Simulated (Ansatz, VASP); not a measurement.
# Co (Co(0001)) in two plane-wave programs, part 2 of 3

Aim: how closely do two programs agree when they are given the same cell, functional and k mesh? The cell is taken from a series of runs on this material, whose earlier steps may have relaxed, scaled, displaced or heated it; both programs get it as it stands.

VASP 6.6.1 and Ansatz 0.2.0.

So far: The structure; Ansatz: single point, PBE, pair 1.

### Step 3. VASP: single point, PBE, pair 1

Level of this step: PBE, spin-polarised from a ferromagnetic start; plane waves and PAW (Co) (VASP).

The same cell, functional, mesh and smearing now go to VASP, with its own data sets.

Lines of VASP's logs that name or quote its potential files are left out, and so is its time.

Contents of INCAR:

```
SYSTEM = Co
PREC = Accurate
ENCUT = 520
EDIFF = 1E-06
NELM = 200
ISMEAR = -1
SIGMA = 0.1
LREAL = .FALSE.
ALGO = Normal
GGA = PE
NBANDS = 50
ISPIN = 2
MAGMOM = 1.82 1.75 1.71 1.71 1.71 1.75 1.82
LASPH = .TRUE.
LMAXMIX = 4
LORBIT = 11
LWAVE = .FALSE.
LCHARG = .FALSE.
ISIF = 2
LDIPOL = .TRUE.
IDIPOL = 3
DIPOL = 0.5 0.5 0.5
LVHAR = .TRUE.
GGA_COMPAT = .FALSE.
NELMDL = -8
KPAR = 2
```

Contents of POSCAR:

```
Co
1.0
    2.5100000000      0.0000000000      0.0000000000
    1.2550000000      2.1737237635      0.0000000000
    0.0000000000      0.0000000000     26.2136600000
Co
7
Direct
    0.0000000000      0.0000000000      0.2670363467
    0.6666666667      0.6666666667      0.3446908978
    0.0000000000      0.0000000000      0.4223454489
    0.6666666667      0.6666666667      0.5000000000
    0.0000000000      0.0000000000      0.5776545511
    0.6666666667      0.6666666667      0.6553091022
    0.0000000000      0.0000000000      0.7329636533
```

Contents of KPOINTS:

```
Automatic mesh
0
Gamma
19 19 1
0 0 0
```

Potentials, in the order of the species: Co (PBE family, release 64).

Command:

```console
$ mpirun -np 2 vasp_std
```

Numbers of over 12 decimals in the logs are rounded to 6 here.

Output:

```text
[banner, memory and clock lines left out]
running    2 mpi-ranks, on    1 nodes
 distrk:  each k-point on    1 cores,    2 groups
 distr:  one band on    1 cores,    1 groups

 POSCAR found type information on POSCAR Co
 POSCAR found :  1 types and       7 ions
 LDA part: xc-table for (Slater+PW92), standard interpolation
 POSCAR, INCAR and KPOINTS ok, starting setup
 FFT: planning ... GRIDC
 FFT: planning ... GRID_SOFT
 FFT: planning ... GRID
 WAVECAR not read
 entering main loop
       N       E                     dE             d eps       ncg     rms          rms(c)
DAV:   1     0.487160751261E+03    0.48716E+03   -0.27339E+04  8000   0.146E+03
DAV:   2    -0.141028511611E+02   -0.50126E+03   -0.46725E+03  8002   0.315E+02
DAV:   3    -0.543525139302E+02   -0.40250E+02   -0.36464E+02  8466   0.125E+02
DAV:   4    -0.551558163572E+02   -0.80330E+00   -0.80052E+00  8840   0.195E+01
DAV:   5    -0.551774975986E+02   -0.21681E-01   -0.21680E-01 12088   0.211E+00
DAV:   6    -0.551777418232E+02   -0.24422E-03   -0.24422E-03 11816   0.250E-01
DAV:   7    -0.551777500894E+02   -0.82663E-05   -0.82663E-05 11992   0.393E-02
DAV:   8    -0.551777502293E+02   -0.13991E-06   -0.13972E-06  6380   0.645E-03    0.268E+01
DAV:   9    -0.754366697562E+02   -0.20259E+02   -0.11509E+02  9274   0.152E+02    0.543E+01
DAV:  10    -0.697764457698E+02    0.56602E+01   -0.12947E+02  9454   0.125E+02    0.483E+01
DAV:  11    -0.543167462031E+02    0.15460E+02   -0.51467E+01  9472   0.893E+01    0.370E+01
DAV:  12    -0.513931583543E+02    0.29236E+01   -0.30136E+01  9860   0.862E+01    0.321E+01
DAV:  13    -0.482796477710E+02    0.31135E+01   -0.19956E+01  9566   0.563E+01    0.183E+01
DAV:  14    -0.499836998156E+02   -0.17041E+01   -0.15234E+01  9624   0.484E+01    0.269E+01
[...]
DAV:  39    -0.478429720031E+02   -0.71488E-04   -0.11564E-06  5914   0.820E-03    0.463E-03
DAV:  40    -0.478430347714E+02   -0.62768E-04   -0.12171E-06  5748   0.670E-03    0.336E-03
DAV:  41    -0.478430781820E+02   -0.43411E-04   -0.94894E-07  5546   0.594E-03    0.196E-03
DAV:  42    -0.478430945411E+02   -0.16359E-04   -0.26391E-07  5416   0.439E-03    0.363E-03
DAV:  43    -0.478431004643E+02   -0.59232E-05   -0.85754E-08  5236   0.349E-03    0.214E-03
DAV:  44    -0.478431080801E+02   -0.76157E-05   -0.13807E-07  5084   0.268E-03    0.825E-04
DAV:  45    -0.478431098120E+02   -0.17319E-05   -0.34354E-08  5056   0.904E-04    0.466E-04
DAV:  46    -0.478431104772E+02   -0.66524E-06   -0.10263E-08  5130   0.590E-04
   1 F= -.47843110E+02 E0= -.47719470E+02  d E =-.247280E+00  mag=    11.6528
```

Parts of OUTCAR (step 3):

```text
ion  position               nearest neighbor table
   1  0.000  0.000  0.267-   2 2.50   2 2.50   2 2.50
   2  0.667  0.667  0.345-   1 2.50   3 2.50   1 2.50   3 2.50   1 2.50   3 2.50
   3  0.000  0.000  0.422-   4 2.50   2 2.50   4 2.50   2 2.50   4 2.50   2 2.50
   4  0.667  0.667  0.500-   3 2.50   5 2.50   3 2.50   5 2.50   3 2.50   5 2.50
   5  0.000  0.000  0.578-   4 2.50   6 2.50   4 2.50   6 2.50   4 2.50   6 2.50
   6  0.667  0.667  0.655-   7 2.50   5 2.50   7 2.50   5 2.50   7 2.50   5 2.50
   7  0.000  0.000  0.733-   6 2.50   6 2.50   6 2.50

  LATTYP: Found a hexagonal cell.
 ALAT       =     2.5100000000
 C/A-ratio  =    10.4436892430

 Subroutine GETGRP returns: Found 12 space group operations
 (whereof 12 operations were pure point group operations)

The static configuration has the point symmetry D_3h.

 Found     40 irreducible k-points:

   k-points           NKPTS =     40   k-points in BZ     NKDIM =     40   number of bands    NBANDS=     50

   dimension x,y,z NGX =    20 NGY =   20 NGZ =  196
   dimension x,y,z NGXF=    40 NGYF=   40 NGZF=  392

   ENCUT  =  520.0 eV  38.22 Ry    6.18 a.u.   4.67  4.67 48.74*2*pi/ulx,y,z

   NELECT =      63.0000    total number of electrons

 k-points in reciprocal lattice and weights: Automatic mesh
   0.00000000  0.00000000  0.00000000       0.003
   0.05263158  0.00000000  0.00000000       0.017
   0.10526316  0.00000000  0.00000000       0.017
   0.15789474  0.00000000  0.00000000       0.017
   0.21052632  0.00000000  0.00000000       0.017
   0.26315789  0.00000000  0.00000000       0.017
   0.31578947  0.00000000  0.00000000       0.017
   0.36842105  0.00000000  0.00000000       0.017
   0.42105263  0.00000000  0.00000000       0.017
[...]
-0.36842105  0.26315789  0.00000000       0.017
  -0.36842105  0.31578947  0.00000000       0.017

 dipolmoment           0.000000      0.000000      0.000000 electrons x Angstroem

 average (electrostatic) potential at core
       1 -85.2568       2 -85.3648       3 -85.3144       4 -85.3152       5 -85.3144
       6 -85.3648       7 -85.2568

 E-fermi :   3.2284

 spin component 1
 k-point     1 :       0.0000    0.0000    0.0000
  band No.  band energies     occupation
    ...
     38       2.2566      0.99994
     39       2.2566      0.99994
     40       2.3217      0.99988
     41       2.3217      0.99988
     42       2.9207      0.95597
     43       3.3360      0.25433
     44       7.8029      0.00000
     45       8.1375      0.00000
     46       9.2587      0.00000
     47      10.5755      0.00000
    ...

 k-point     2 :       0.0526    0.0000    0.0000
  band No.  band energies     occupation
    ...
     37       2.1723      0.99997
     38       2.1967      0.99997
     39       2.2625      0.99994
     40       2.3317      0.99987
     41       2.5192      0.99917
     42       3.2661      0.40690
     43       3.7235      0.00703
     44       7.8871      0.00000
     45       8.2247      0.00000
     46       9.3265      0.00000
    ...

 k-point     3 :       0.1053    0.0000    0.0000
  band No.  band energies     occupation
    ...
     37       2.1730      0.99997
     38       2.2773      0.99993
     39       2.3573      0.99984
     40       2.3794      0.99979
     41       2.9895      0.91597
     42       3.8904      0.00133
     43       4.4790      0.00000
     44       8.1374      0.00000
     45       8.4862      0.00000
     46       9.5264      0.00000
    ...

 k-point     4 :       0.1579    0.0000    0.0000
  band No.  band energies     occupation
    ...
     36       2.1079      0.99999
     37       2.1737      0.99997
     38       2.2958      0.99991
     39       2.3898      0.99977
     40       2.6706      0.99624
     41       3.5268      0.04816
     42       4.6075      0.00000
     43       5.3685      0.00000
     44       8.5474      0.00000
     45       8.9216      0.00000
    ...

 k-point     5 :       0.2105    0.0000    0.0000
  band No.  band energies     occupation
    ...
     36       2.1785      0.99997
     37       2.2834      0.99992
     38       2.3151      0.99989
     39       2.4216      0.99969
     40       3.0291      0.88009
     41       4.1132      0.00014
     42       5.3873      0.00000
     43       6.3460      0.00000
     44       9.1035      0.00000
     45       9.5300      0.00000
    ...

 k-point     6 :       0.2632    0.0000    0.0000
  band No.  band energies     occupation
    ...
     35       2.0270      0.99999
     36       2.2001      0.99997
     37       2.3377      0.99986
     38       2.4494      0.99959
     39       2.5130      0.99922
     40       3.4594      0.09031
     41       4.7549      0.00000
     42       6.2188      0.00000
     43       7.3967      0.00000
     44       9.7778      0.00000
    ...

  Total       -3.8780250     -3.8780250     -3.2068503      0.0000000      0.0000000      0.0000000
  in kB      -43.4425639    -43.4425640    -35.9239049      0.0000000      0.0000000      0.0000000
  external PRESSURE =     -40.9363443 kB  Pullay stress =       0.0000000 kB

  energy-cutoff  :      520.00
  volume of cell :      143.02
      direct lattice vectors                 reciprocal lattice vectors
     2.510000000  0.000000000  0.000000000     0.398406375 -0.230020028  0.000000000
     1.255000000  2.173723763  0.000000000     0.000000000  0.460040055  0.000000000
     0.000000000  0.000000000 26.213660000     0.000000000  0.000000000  0.038148050

 POSITION                                       TOTAL-FORCE (eV/Angst)
 -----------------------------------------------------------------------------------
      0.00000      0.00000      7.00000        -0.000000     -0.000000      0.469152
      2.51000      1.44915      9.03561         0.000000      0.000000     -0.356561
      0.00000      0.00000     11.07122        -0.000000     -0.000000      0.090135
      2.51000      1.44915     13.10683         0.000000      0.000000      0.000000
      0.00000      0.00000     15.14244        -0.000000     -0.000000     -0.090135
      2.51000      1.44915     17.17805         0.000000      0.000000      0.356561
      0.00000      0.00000     19.21366        -0.000000     -0.000000     -0.469152
 -----------------------------------------------------------------------------------
    total drift:                               -0.000000     -0.000000      0.000000

  FREE ENERGIE OF THE ION-ELECTRON SYSTEM (eV)
  ---------------------------------------------------
  free  energy   TOTEN  =       -47.8431104772 eV

  energy  without entropy=      -47.5958304095  energy(sigma->0) =      -47.71947044

 vacuum level on the upper side and lower side of the slab         8.182         8.182

 total charge
# of ion       s       p       d       tot
------------------------------------------
    1        0.471   0.386   7.217   8.074
    2        0.476   0.500   7.247   8.223
    3        0.479   0.502   7.248   8.229
    4        0.479   0.502   7.247   8.227
    5        0.479   0.502   7.248   8.229
    6        0.476   0.500   7.247   8.223
    7        0.471   0.386   7.217   8.074
--------------------------------------------------
tot          3.332   3.276  50.671  57.279

 magnetization (x)
# of ion       s       p       d       tot
------------------------------------------
    1       -0.010  -0.041   1.812   1.761
    2       -0.015  -0.053   1.753   1.684
    3       -0.014  -0.053   1.711   1.644
    4       -0.014  -0.054   1.718   1.650
    5       -0.014  -0.053   1.711   1.644
    6       -0.015  -0.053   1.753   1.684
    7       -0.010  -0.041   1.812   1.761
--------------------------------------------------
tot         -0.091  -0.349  12.268  11.829

[... 6 further parts left out ...]
```

### Step 4. Differences

Known differences besides the potentials themselves: VASP starts from the moments at which Ansatz ended; the data sets hold 119 valence electrons in Ansatz (on its default PAW (the set named soft_2) files) and 63 in VASP; the cutoff is 420 eV in Ansatz and 520 eV in VASP; site moments are counted in spheres of each program's own size. Total energies have different zeros and are not compared.

The two programs side by side:

| quantity | Ansatz | VASP | difference |
| --- | --- | --- | --- |
| total moment (μB) | 11.73 | 11.65 | +0.08 |
| moment on Co1 (μB) | 1.82 | 1.76 | +0.06 |
| moment on Co7 (μB) | 1.82 | 1.76 | +0.06 |
| moment on Co6 (μB) | 1.75 | 1.68 | +0.06 |
| moment on Co2 (μB) | 1.75 | 1.68 | +0.06 |
| moment on Co4 (μB) | 1.71 | 1.65 | +0.06 |
| moment on Co3 (μB) | 1.71 | 1.64 | +0.06 |
| moment on Co5 (μB) | 1.71 | 1.64 | +0.06 |
| work function, lower of the two faces (eV) | 4.98 | 4.95 | +0.03 |
| work function, higher of the two faces (eV) | 4.98 | 4.95 | +0.03 |

With vacuum in the cell, a pressure given here is an average over mostly empty space and none of the material.

### Step 5. Ansatz: single point, PBE, pair 2

A single point gives forces, pressure and levels at one fixed geometry, so differences don't come from the geometry; what else differs is listed under the comparison.

The cell is taken from a series of runs on this material, whose earlier steps may have relaxed, scaled, displaced or heated it; both programs get it as it stands.

Contents of input.yaml:

```yaml
crystal:
  lattice:
    - [2.51, 0.0, 0.0]
    - [1.255, 2.1737237635, 0.0]
    - [0.0, 0.0, 38.21366]
  atoms:
    - { symbol: Co, position: [0.0, 0.0, 0.3401924861], spin: 1.7 }
    - { symbol: Co, position: [0.6666666667, 0.6666666667, 0.3934616574], spin: 1.7 }
    - { symbol: Co, position: [0.0, 0.0, 0.4467308287], spin: 1.7 }
    - { symbol: Co, position: [0.6666666667, 0.6666666667, 0.5], spin: 1.7 }
    - { symbol: Co, position: [0.0, 0.0, 0.5532691713], spin: 1.7 }
    - { symbol: Co, position: [0.6666666667, 0.6666666667, 0.6065383426], spin: 1.7 }
    - { symbol: Co, position: [0.0, 0.0, 0.6598075139], spin: 1.7 }
magnetization:
  spin_polarized: true
kpoints:
  mp_grid: { grid: [19, 19, 1] }
hamiltonian:
  xc: pbe
scf:
  occupations: { method: fermi_dirac, width: 0.1 }
  convergence: { dr2_threshold: 1.0e-09 }
efield:
  axis: 3
  dipole_correction: true
  ramp_position: 0.97
  ramp_width: 0.06
output:
  write_potential: true
  write_density: true
  volumetric_format: npy
```

Command:

```console
$ ansatz run input.yaml --threads 4 --pin off --max-ram 6144MiB --backend cpu --events-out ev --progress --plain --runs-dir out
```

Output:

```text
[...]
Crystal: 7 atoms, lattice volume = 208.496 Å³
Basis set: ecut = 420 eV, 4081 PW (Γ)
Bands: 79, of which v1, the nominal top of the filled ones, is band 60 counted from 1 (59 counted from 0)
Symmetry: 6 space group operations
k-points: 40 of 361 (time reversal used)
[...]
k-point 1 ↑: bands = [... 56 lower, 1.9214, 2.0059, 2.0101, 2.2669, 2.2797, 2.4093, 2.5075, 2.5079, ... 15 higher]
  k-point 2 ↑: bands = [... 56 lower, 1.7737, 1.8869, 1.9803, 2.0853, 2.2234, 2.2426, 2.4677, 2.4934, ... 15 higher]
  k-point 39 ↓: bands = [... 56 lower, 4.4774, 4.5986, 4.6455, 4.6822, 4.7171, 4.7799, 4.7866, 8.4888, ... 15 higher]
[key lines of the parts left out:]
SCF converged after 17 iterations
Magnetization: 11.7324 μB (65.3662 up, 53.6338 down)
Free energy (F): -35881.652485 eV
Fermi energy:    3.717354 eV
Dipole field:    D = -0.000003 V/Å  (p = -0.000003 e·Å, saw-weighted, corrected)
Work function:   Φ+ = 4.9836 eV   Φ− = 4.9835 eV
```

### Step 6. VASP: single point, PBE, pair 2

The same cell, functional, mesh and smearing now go to VASP, with its own data sets.

INCAR is that of step 3.

Contents of POSCAR:

```
Co
1.0
    2.5100000000      0.0000000000      0.0000000000
    1.2550000000      2.1737237635      0.0000000000
    0.0000000000      0.0000000000     38.2136600000
Co
7
Direct
    0.0000000000      0.0000000000      0.3401924861
    0.6666666667      0.6666666667      0.3934616574
    0.0000000000      0.0000000000      0.4467308287
    0.6666666667      0.6666666667      0.5000000000
    0.0000000000      0.0000000000      0.5532691713
    0.6666666667      0.6666666667      0.6065383426
    0.0000000000      0.0000000000      0.6598075139
```

KPOINTS is that of step 3.

Command:

```console
$ mpirun -np 2 vasp_std
```

Output:

```text
[... set-up lines as in an earlier step ...]
 entering main loop
       N       E                     dE             d eps       ncg     rms          rms(c)
DAV:   1     0.480103440947E+03    0.48010E+03   -0.26898E+04  8040   0.130E+03
DAV:   2    -0.188562058127E+02   -0.49896E+03   -0.46518E+03  8020   0.299E+02
DAV:   3    -0.544782461762E+02   -0.35622E+02   -0.33002E+02  8638   0.117E+02
DAV:   4    -0.551554552037E+02   -0.67721E+00   -0.67518E+00  8958   0.181E+01
[...]
DAV:  47    -0.478430528048E+02   -0.67478E-05   -0.90290E-08  5092   0.181E-03    0.159E-03
DAV:  48    -0.478430545731E+02   -0.17683E-05   -0.31805E-08  5068   0.173E-03    0.555E-04
DAV:  49    -0.478430555720E+02   -0.99894E-06   -0.33162E-08  5082   0.180E-03
   1 F= -.47843056E+02 E0= -.47719417E+02  d E =-.247278E+00  mag=    11.6529
```

OUTCAR, selected parts (step 6):

```text
  Total       -3.8786513     -3.8786513     -3.2075680     -0.0000000     -0.0000000      0.0000000
  in kB      -29.8053764    -29.8053764    -24.6484578     -0.0000000     -0.0000000      0.0000000
  external PRESSURE =     -28.0864035 kB  Pullay stress =       0.0000000 kB

 POSITION                                       TOTAL-FORCE (eV/Angst)
 -----------------------------------------------------------------------------------
      0.00000      0.00000     13.00000        -0.000000     -0.000000      0.469392
      2.51000      1.44915     15.03561        -0.000000     -0.000000     -0.356668
      0.00000      0.00000     17.07122         0.000000      0.000000      0.091186
      2.51000      1.44915     19.10683         0.000000      0.000000     -0.000000
      0.00000      0.00000     21.14244         0.000000      0.000000     -0.091186
      2.51000      1.44915     23.17805        -0.000000     -0.000000      0.356668
      0.00000      0.00000     25.21366        -0.000000     -0.000000     -0.469392
 -----------------------------------------------------------------------------------
    total drift:                               -0.000000     -0.000000      0.000000

  FREE ENERGIE OF THE ION-ELECTRON SYSTEM (eV)
  ---------------------------------------------------
  free  energy   TOTEN  =       -47.8430555720 eV

  energy  without entropy=      -47.5957780339  energy(sigma->0) =      -47.71941680

[... 2 parts as in an earlier step ...]

[... 2 further parts left out ...]
[key lines of the parts left out:]
E-fermi :   0.6593
```

### Step 7. Comparison

What differs besides the data sets and the points named for the pairs above, as far as they apply: the data sets hold 119 valence electrons in Ansatz (on its default PAW (the set named soft_2) files) and 63 in VASP. Total energies have different zeros and are not compared.

Compared:

| quantity | Ansatz | VASP | difference |
| --- | --- | --- | --- |
| total moment (μB) | 11.73 | 11.65 | +0.08 |
| moment on Co1 (μB) | 1.82 | 1.76 | +0.06 |
| moment on Co7 (μB) | 1.82 | 1.76 | +0.06 |
| moment on Co6 (μB) | 1.75 | 1.68 | +0.06 |
| moment on Co2 (μB) | 1.75 | 1.68 | +0.06 |
| moment on Co4 (μB) | 1.71 | 1.65 | +0.06 |
| moment on Co3 (μB) | 1.71 | 1.64 | +0.06 |
| moment on Co5 (μB) | 1.71 | 1.64 | +0.06 |
| work function, lower of the two faces (eV) | 4.98 | 4.95 | +0.03 |
| work function, higher of the two faces (eV) | 4.98 | 4.95 | +0.03 |

With vacuum in the cell, a pressure given here is an average over mostly empty space and none of the material.

(Continued in part 3 of 3.)

[Lines on the potential files, build, host, timing and source positions are cut from VASP's logs without a mark.]

[Logs are printed without paths, hosts, clocks, repeated set-up lines and the standing remarks that a program may print on its own settings, such as how far it seeks lower states.]

[Hosts, paths, dates, database ids (printed as entryN), source tags and the programs' standing remarks are cut or masked in the printed files.]
